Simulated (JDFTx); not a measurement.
# GaAs (F-43m) in JDFTx: reference runs

How does GaAs come out in PBEsol? The cell is run as given, then over a range of volumes.

Program: JDFTx 1.7.0 (patched build). These are calculated values, not measurements. Logs are shortened: lines on timing, memory, paths and dates and some standing lists are left out, and cuts for length are marked. The log counts tension as positive stress, the text compression.

**The experiment to reproduce.**

From “Evidence of valence band perturbations in GaAsN/GaAs(001): A combined variable-angle spectroscopic ellipsometry and modulated photoreflectance investigation”, 2008, arxiv:0805.2212, for a bulk crystal of GaAs at 300 K: band gap 1.418 ± 0.005 eV (direct).

The results are compared with them further down.

## 1. The crystal as given

The structure is cubic, space group F-43m (No. 216). Conventional cell: a = 5.654 Å, b = 5.654 Å, c = 5.654 Å, α = 90.00°, β = 90.00°, γ = 90.00°. As (site symmetry -43m) has 4 Ga at 2.45 Å as nearest neighbours. Ga (site symmetry -43m) is surrounded by 4 As at 2.45 Å.

## 2. Single point, PBEsol

The input, GaAs.in:

```
lattice \
    0.0000000000     5.3419722954     5.3419722954 \
    5.3419722954     0.0000000000     5.3419722954 \
    5.3419722954     5.3419722954     0.0000000000
coords-type Lattice
ion As     0.7500000000     0.7500000000     0.7500000000 1
ion Ga     0.0000000000     0.0000000000     0.0000000000 1

ion-species pseudo/As.upf
ion-species pseudo/Ga.upf
elec-cutoff 42 336
elec-ex-corr gga-PBEsol
kpoint-folding 8 8 8
elec-smearing Fermi 0.0018374661
elec-n-bands 21
electronic-SCF nIterations 100 energyDiffThreshold 1e-09
electronic-minimize nIterations 30 energyDiffThreshold 1e-7
converge-empty-states yes
forces-output-coords Cartesian

dump-name run.$VAR
dump End Ecomponents EigStats BandEigs Kpoints Forces Stress ElecDensity Dtot KEdensity
```

Potentials or basis: PseudoDojo-SR-PBEsol-0.4.1-standard with smoothed tails.

Started as:

```bash
jdftx -c 1 -i GaAs.in -o GaAs.out
```

Log:

```text
*************** JDFTx 1.7.0 (patched build) ***************

Input parsed successfully to the following command list (including defaults):
[... the input with its defaults ...]

---------- Setting up symmetries ----------

Found 48 point-group symmetries of the bravais lattice
Found 24 space-group symmetries with basis
Applied RMS atom displacement 0 bohrs to make symmetries exact.

---------- Initializing the Grid ----------
R =
[            0      5.34197      5.34197  ]
[      5.34197            0      5.34197  ]
[      5.34197      5.34197            0  ]
unit cell volume = 304.884
G =
[  -0.588096   0.588096   0.588096  ]
[   0.588096  -0.588096   0.588096  ]
[   0.588096   0.588096  -0.588096  ]
Minimum fftbox size, Smin = [  64  64  64  ]
Chosen fftbox size, S = [  64  64  64  ]

---------- Initializing tighter grid for wavefunction operations ----------
R =
[            0      5.34197      5.34197  ]
[      5.34197            0      5.34197  ]
[      5.34197      5.34197            0  ]
unit cell volume = 304.884
G =
[  -0.588096   0.588096   0.588096  ]
[   0.588096  -0.588096   0.588096  ]
[   0.588096   0.588096  -0.588096  ]
Minimum fftbox size, Smin = [  48  48  48  ]
Chosen fftbox size, S = [  48  48  48  ]

---------- Exchange Correlation functional ----------
Initalized PBEsol GGA exchange.
Initalized PBEsol GGA correlation.

---------- Setting up pseudopotentials ----------
Width of ionic core gaussian charges (only for fluid interactions / plotting) set to 0

Reading pseudopotential file 'pseudo/As.upf':
  'As' pseudopotential, 'PBESOL' functional
  Generated using ONCVPSP code by D. R. Hamann
  15 valence electrons, 3 orbitals, 6 projectors, 1001 radial grid points, with lMax = 2
    3D    l: 2   occupation: 10.0   eigenvalue: -1.493596
    4S    l: 0   occupation:  2.0   eigenvalue: -0.532985
    4P    l: 1   occupation:  3.0   eigenvalue: -0.190970
  Core radius for overlap checks: 1.74 bohrs.

Reading pseudopotential file 'pseudo/Ga.upf':
  'Ga' pseudopotential, 'PBESOL' functional
  Generated using ONCVPSP code by D. R. Hamann
  13 valence electrons, 3 orbitals, 6 projectors, 1001 radial grid points, with lMax = 2
    3D    l: 2   occupation: 10.0   eigenvalue: -0.704192
    4S    l: 0   occupation:  2.0   eigenvalue: -0.329374
    4P    l: 1   occupation:  1.0   eigenvalue: -0.094479
  Core radius for overlap checks: 1.84 bohrs.

Initialized 2 species with 2 total atoms.

Folded 1 k-points by 8x8x8 to 512 k-points.

---------- Setting up k-points, bands, fillings ----------
Adding inversion symmetry to k-mesh for non-inversion-symmetric unit cell.
Reduced to 29 k-points under symmetry.
Computing the number of bands and number of electrons
Calculating initial fillings.
nElectrons:  28.000000   nBands: 21   nStates: 29

----- Setting up reduced wavefunction bases (one per k-point) -----
average nbasis = 3964.697 , ideal nbasis = 3963.719

---------- Setting up ewald sum ----------
Optimum gaussian width for ewald sums = 2.426231 bohr.
Real space sum over 1331 unit cells with max indices [  5  5  5  ]
Reciprocal space sum over 2197 terms with max indices [  6  6  6  ]

---------- Allocating electronic variables ----------
Initializing wave functions:  linear combination of atomic orbitals
Note: number of bands (21) exceeds available atomic orbitals (18)
As pseudo-atom occupations:   s ( 2 )  p ( 3 )  d ( 10 )
Ga pseudo-atom occupations:   s ( 2 )  p ( 1 )  d ( 10 )
	FillingsUpdate:  mu: +0.335974741  nElectrons: 28.000000
LCAOMinimize: Iter:   0  F: -163.1042385439134534  |grad|_K:  1.166e-03  alpha:  1.000e+00
	FillingsUpdate:  mu: +0.329857698  nElectrons: 28.000000
LCAOMinimize: Iter:   1  F: -163.1086746785437640  |grad|_K:  3.496e-05  alpha:  5.010e-01  linmin: -8.581e-02  cgtest:  2.887e-01
LCAOMinimize: Encountered beta<0, resetting CG.
	FillingsUpdate:  mu: +0.329978057  nElectrons: 28.000000
LCAOMinimize: Iter:   2  F: -163.1086813440858236  |grad|_K:  5.794e-06  alpha:  8.507e-01  linmin: -2.843e-03  cgtest:  4.092e-02
	FillingsUpdate:  mu: +0.330013064  nElectrons: 28.000000
LCAOMinimize: Iter:   3  F: -163.1086814618786889  |grad|_K:  8.373e-07  alpha:  5.461e-01  linmin:  4.143e-06  cgtest: -3.546e-02
	FillingsUpdate:  mu: +0.330010032  nElectrons: 28.000000
LCAOMinimize: Iter:   4  F: -163.1086814660047821  |grad|_K:  2.829e-08  alpha:  9.203e-01  linmin: -5.416e-04  cgtest:  1.480e-02
LCAOMinimize: Converged (|Delta F|<1.000000e-06 for 2 iters).

-------- Electronic minimization -----------
Will mix electronic density at each iteration.
	FillingsUpdate:  mu: +0.330010032  nElectrons: 28.000000
	FillingsUpdate:  mu: +0.320705349  nElectrons: 28.000000
SCF: Cycle:  0   F: -163.147244799914859   dF: -3.856e-02   |Residual|: 4.517e-02   |deigs|: 1.760e-01
	FillingsUpdate:  mu: +0.322945571  nElectrons: 28.000000
SCF: Cycle:  1   F: -163.148192390689843   dF: -9.476e-04   |Residual|: 2.502e-02   |deigs|: 6.040e-03
	FillingsUpdate:  mu: +0.326742075  nElectrons: 28.000000
SCF: Cycle:  2   F: -163.148369547349603   dF: -1.772e-04   |Residual|: 3.734e-03   |deigs|: 4.107e-03
	FillingsUpdate:  mu: +0.327227223  nElectrons: 28.000000
SCF: Cycle:  3   F: -163.148377404311134   dF: -7.857e-06   |Residual|: 1.535e-03   |deigs|: 1.069e-03
	FillingsUpdate:  mu: +0.327677113  nElectrons: 28.000000
SCF: Cycle:  4   F: -163.148378987294848   dF: -1.583e-06   |Residual|: 5.599e-04   |deigs|: 5.772e-04
	FillingsUpdate:  mu: +0.327648903  nElectrons: 28.000000
SCF: Cycle:  5   F: -163.148379228152777   dF: -2.409e-07   |Residual|: 2.022e-04   |deigs|: 1.366e-04
	FillingsUpdate:  mu: +0.327680919  nElectrons: 28.000000
SCF: Cycle:  6   F: -163.148379296896451   dF: -6.874e-08   |Residual|: 3.295e-05   |deigs|: 7.466e-05
	FillingsUpdate:  mu: +0.327680518  nElectrons: 28.000000
SCF: Cycle:  7   F: -163.148379315220325   dF: -1.832e-08   |Residual|: 1.801e-05   |deigs|: 5.878e-05
	FillingsUpdate:  mu: +0.327684759  nElectrons: 28.000000
SCF: Cycle:  8   F: -163.148379322348973   dF: -7.129e-09   |Residual|: 6.378e-06   |deigs|: 3.681e-05
	FillingsUpdate:  mu: +0.327683659  nElectrons: 28.000000
SCF: Cycle:  9   F: -163.148379324947314   dF: -2.598e-09   |Residual|: 3.727e-06   |deigs|: 2.697e-05
	FillingsUpdate:  mu: +0.327683410  nElectrons: 28.000000
SCF: Cycle: 10   F: -163.148379326141708   dF: -1.194e-09   |Residual|: 2.180e-06   |deigs|: 2.191e-05
	FillingsUpdate:  mu: +0.327683476  nElectrons: 28.000000
SCF: Cycle: 11   F: -163.148379326541772   dF: -4.001e-10   |Residual|: 6.910e-07   |deigs|: 1.281e-05
	FillingsUpdate:  mu: +0.327683485  nElectrons: 28.000000
SCF: Cycle: 12   F: -163.148379326697579   dF: -1.558e-10   |Residual|: 7.410e-07   |deigs|: 2.002e-05
SCF: Converged (|Delta E|<1.000000e-09 for 2 iters).

Setting wave functions to eigenvectors of Hamiltonian
Converging empty states (this may take a while): |deigs|: 6.665e-05

# Stress tensor in Cartesian coordinates [Eh/a0^3]:
[ -8.91848e-06            0            0  ]
[            0 -8.91848e-06            0  ]
[            0            0 -8.91848e-06  ]

# Ionic positions in lattice coordinates:
ion As   0.750000000000000   0.750000000000000   0.750000000000000 1
ion Ga   0.000000000000000   0.000000000000000   0.000000000000000 1

# Forces in Cartesian coordinates:
force As  -0.000000000000000   0.000000000000000   0.000000000000000 1
force Ga  -0.000000000000000   0.000000000000000  -0.000000000000000 1

# Energy components:
   Eewald =      -99.1764168889743303
       EH =       57.2944716054556054
     Eloc =     -144.7104768871144529
      Enl =      -90.2715863377539307
      Exc =      -44.2340043934088314
 Exc_core =       19.1589421829353341
       KE =      138.7906930956962981
-------------------------------------
     Etot =     -163.1483776231642935
       TS =        0.0000017035332918
-------------------------------------
        F =     -163.1483793266975795

IonicMinimize: Iter:   0  F: -163.148379326697579  |grad|_K:  6.814e-36
IonicMinimize: Converged (|grad|_K<1.000000e-04).

#--- Lowdin population analysis ---
# oxidation-state As +0.000
# oxidation-state Ga +0.037

Dumping 'run.eigStats' ...
	eMin: -0.975895 at state 20 ( [ +0.000000 +0.500000 +0.500000 ] spin 0 )
	HOMO: +0.318496 at state 0 ( [ +0.000000 +0.000000 +0.000000 ] spin 0 )
	mu  : +0.327683
	LUMO: +0.334715 at state 0 ( [ +0.000000 +0.000000 +0.000000 ] spin 0 )
	eMax: +0.839223 at state 19 ( [ +0.000000 +0.375000 -0.375000 ] spin 0 )
	HOMO-LUMO gap: +0.016218
	Optical gap  : +0.016218 at state 0 ( [ +0.000000 +0.000000 +0.000000 ] spin 0 )
Done!
```

Run time: 56 s. Hardware: 1 thread of AMD EPYC 9R45 (Zen 5), shared host; peak memory 0.17 GiB.

What came out:

```
Free energy            : -4439.4936 eV
Pressure               : 0.3 GPa
Band gap on the k mesh : 0.44 eV, direct
```

Levels at points of the mesh, in eV from the valence-band top:
```
           k point  band 10  band 11  band 12  band 13  band 14  band 15  band 16  band 17
(0.00, 0.00, 0.00)   -14.73   -12.75     0.00     0.00     0.00     0.44     3.71     3.71
(0.00, 0.00, 0.50)   -14.72   -10.98    -6.67    -1.14    -1.14     0.93     4.60     4.60
(0.00, 0.50, 0.50)   -14.71   -10.24    -6.84    -2.69    -2.69     1.36     1.58    10.13
```

## 3. Equation of state, PBEsol, 21.23 Å³/atom (volume scaled by 0.94)

The input, GaAs.in:

```
lattice \
    0.0000000000     5.2329218537     5.2329218537 \
    5.2329218537     0.0000000000     5.2329218537 \
    5.2329218537     5.2329218537     0.0000000000
coords-type Lattice
ion As     0.7500000000     0.7500000000     0.7500000000 1
ion Ga     0.0000000000     0.0000000000     0.0000000000 1

ion-species pseudo/As.upf
ion-species pseudo/Ga.upf
elec-cutoff 42 336
elec-ex-corr gga-PBEsol
kpoint-folding 8 8 8
elec-smearing Fermi 0.0018374661
elec-n-bands 21
electronic-SCF nIterations 100 energyDiffThreshold 1e-09
electronic-minimize nIterations 30 energyDiffThreshold 1e-7
forces-output-coords Cartesian

dump-name run.$VAR
dump End Ecomponents EigStats BandEigs Kpoints Forces Stress
```

Potentials or basis: PseudoDojo-SR-PBEsol-0.4.1-standard with smoothed tails.

Started as:

```bash
jdftx -c 1 -i GaAs.in -o GaAs.out
```

It took 48 s on 1 thread of AMD EPYC 9R45 (Zen 5), shared host; peak memory 0.17 GiB.

It converged, with:

```
Free energy            : -4439.4488 eV
Pressure               : 5.3 GPa
Band gap on the k mesh : 0.91 eV, direct
```

## 4. Equation of state, PBEsol, 21.69 Å³/atom (volume scaled by 0.96)

GaAs.in, as its differences from that of step 3:

```diff
@@ -1,5 +1,5 @@
 lattice \
-    0.0000000000     5.2329218537     5.2329218537 \
-    5.2329218537     0.0000000000     5.2329218537 \
-    5.2329218537     5.2329218537     0.0000000000
+    0.0000000000     5.2697746302     5.2697746302 \
+    5.2697746302     0.0000000000     5.2697746302 \
+    5.2697746302     5.2697746302     0.0000000000
 coords-type Lattice
@@ -20,2 +20,2 @@
 dump-name run.$VAR
-dump End Ecomponents EigStats BandEigs Kpoints Forces Stress
+dump End Ecomponents EigStats BandEigs Kpoints Forces Stress ElecDensity Dtot KEdensity
```

Started as:

```bash
jdftx -c 1 -i GaAs.in -o GaAs.out
```

Wall time 49 s (1 thread of AMD EPYC 9R45 (Zen 5), shared host); peak memory 0.17 GiB.

It converged, with:

| Quantity | Value |
| --- | --- |
| Free energy | -4439.4733 eV |
| Pressure | 3.4 GPa |
| Band gap on the k mesh | 0.75 eV, direct |

## 5. Equation of state, PBEsol, 22.14 Å³/atom (volume scaled by 0.98)

GaAs.in, as its differences from that of step 4:

```diff
@@ -1,5 +1,5 @@
 lattice \
-    0.0000000000     5.2697746302     5.2697746302 \
-    5.2697746302     0.0000000000     5.2697746302 \
-    5.2697746302     5.2697746302     0.0000000000
+    0.0000000000     5.3061190521     5.3061190521 \
+    5.3061190521     0.0000000000     5.3061190521 \
+    5.3061190521     5.3061190521     0.0000000000
 coords-type Lattice
```

Started as:

```bash
jdftx -c 1 -i GaAs.in -o GaAs.out
```

Run time: 52 s. Hardware: 1 thread of AMD EPYC 9R45 (Zen 5), shared host; peak memory 0.17 GiB.

The run converged. Its results:

| Property | Result |
| --- | --- |
| Free energy | -4439.4879 eV |
| Pressure | 1.8 GPa |
| Band gap on the k mesh | 0.59 eV, direct |

## 6. Equation of state, PBEsol, 22.59 Å³/atom

GaAs.in, as its differences from that of step 5:

```diff
@@ -1,5 +1,5 @@
 lattice \
-    0.0000000000     5.3061190521     5.3061190521 \
-    5.3061190521     0.0000000000     5.3061190521 \
-    5.3061190521     5.3061190521     0.0000000000
+    0.0000000000     5.3419722954     5.3419722954 \
+    5.3419722954     0.0000000000     5.3419722954 \
+    5.3419722954     5.3419722954     0.0000000000
 coords-type Lattice
```

Potentials or basis: PseudoDojo-SR-PBEsol-0.4.1-standard with smoothed tails.

Started as:

```bash
jdftx -c 1 -i GaAs.in -o GaAs.out
```

Run time: 52 s. Hardware: 1 thread of AMD EPYC 9R45 (Zen 5), shared host; peak memory 0.17 GiB.

It converged, with:

* Free energy: -4439.4936 eV
* Pressure: 0.3 GPa
* Band gap on the k mesh: 0.44 eV, direct

## 7. Equation of state, PBEsol, 23.04 Å³/atom (volume scaled by 1.02)

GaAs.in, as its differences from that of step 6:

```diff
@@ -1,5 +1,5 @@
 lattice \
-    0.0000000000     5.3419722954     5.3419722954 \
-    5.3419722954     0.0000000000     5.3419722954 \
-    5.3419722954     5.3419722954     0.0000000000
+    0.0000000000     5.3773506264     5.3773506264 \
+    5.3773506264     0.0000000000     5.3773506264 \
+    5.3773506264     5.3773506264     0.0000000000
 coords-type Lattice
```

Started as:

```bash
jdftx -c 1 -i GaAs.in -o GaAs.out
```

Run time: 52 s. Hardware: 1 thread of AMD EPYC 9R45 (Zen 5), shared host; peak memory 0.17 GiB.

It converged, with:

- Free energy: -4439.4913 eV
- Pressure: -1.1 GPa
- Band gap on the k mesh: 0.30 eV, direct

## 8. Equation of state, PBEsol, 23.49 Å³/atom (volume scaled by 1.04)

GaAs.in, as its differences from that of step 7:

```diff
@@ -1,5 +1,5 @@
 lattice \
-    0.0000000000     5.3773506264     5.3773506264 \
-    5.3773506264     0.0000000000     5.3773506264 \
-    5.3773506264     5.3773506264     0.0000000000
+    0.0000000000     5.4122694661     5.4122694661 \
+    5.4122694661     0.0000000000     5.4122694661 \
+    5.4122694661     5.4122694661     0.0000000000
 coords-type Lattice
```

Started as:

```bash
jdftx -c 1 -i GaAs.in -o GaAs.out
```

It took 52 s on 1 thread of AMD EPYC 9R45 (Zen 5), shared host; peak memory 0.18 GiB.

It converged, with:

| Item | Value |
| --- | --- |
| Free energy | -4439.4819 eV |
| Pressure | -2.2 GPa |
| Band gap on the k mesh | 0.15 eV, direct |

## 9. Equation of state, PBEsol, 23.94 Å³/atom (volume scaled by 1.06)

GaAs.in, as its differences from that of step 8:

```diff
@@ -1,5 +1,5 @@
 lattice \
-    0.0000000000     5.4122694661     5.4122694661 \
-    5.4122694661     0.0000000000     5.4122694661 \
-    5.4122694661     5.4122694661     0.0000000000
+    0.0000000000     5.4467434495     5.4467434495 \
+    5.4467434495     0.0000000000     5.4467434495 \
+    5.4467434495     5.4467434495     0.0000000000
 coords-type Lattice
```

Potentials or basis: PseudoDojo-SR-PBEsol-0.4.1-standard with smoothed tails.

Started as:

```bash
jdftx -c 1 -i GaAs.in -o GaAs.out
```

Wall time 52 s (1 thread of AMD EPYC 9R45 (Zen 5), shared host); peak memory 0.18 GiB.

Results (log left out):

| Property | Result |
| --- | --- |
| Free energy | -4439.4664 eV |
| Pressure | -3.3 GPa |
| Band gap on the k mesh | none (metal or under the smearing width) |

## 10. Equation of state, PBEsol

Potentials or basis: PseudoDojo-SR-PBEsol-0.4.1-standard with smoothed tails.

No new run: the results of the series are fitted here.

What came out:

```yaml
Equilibrium_volume: 22.68 Å³/atom
Bulk_modulus: 69 GPa
Pressure_derivative_of_the_bulk_modulus: 4.9
```

Energy against volume, from the lowest point:
| volume (Å³/atom) | energy (meV/atom) |
| --- | --- |
| 21.234 | 22.40 |
| 21.686 | 10.12 |
| 22.138 | 2.84 |
| 22.590 | 0.00 |
| 23.041 | 1.14 |
| 23.493 | 5.82 |
| 23.945 | 13.59 |

## 11. Comparison with measurements

Step 2. Against the measured gap of GaAs, 1.418 eV (direct; 300 K; “Evidence of valence band perturbations in GaAsN/GaAs(001): A combined variable-angle spectroscopic ellipsometry and modulated photoreflectance investigation”, 2008, arxiv:0805.2212), the calculated 0.44 eV is off by -0.98 eV. 3 values of this kind are on record (1.412 to 1.51 eV); this one was drawn at random among those near their median, those with a stated uncertainty first. Spin-orbit coupling on As, Ga is left out. The value is that of PBEsol on a finite k mesh, which can miss the band edges, without temperature or zero-point motion. Semilocal functionals fall short of measured gaps as a rule.
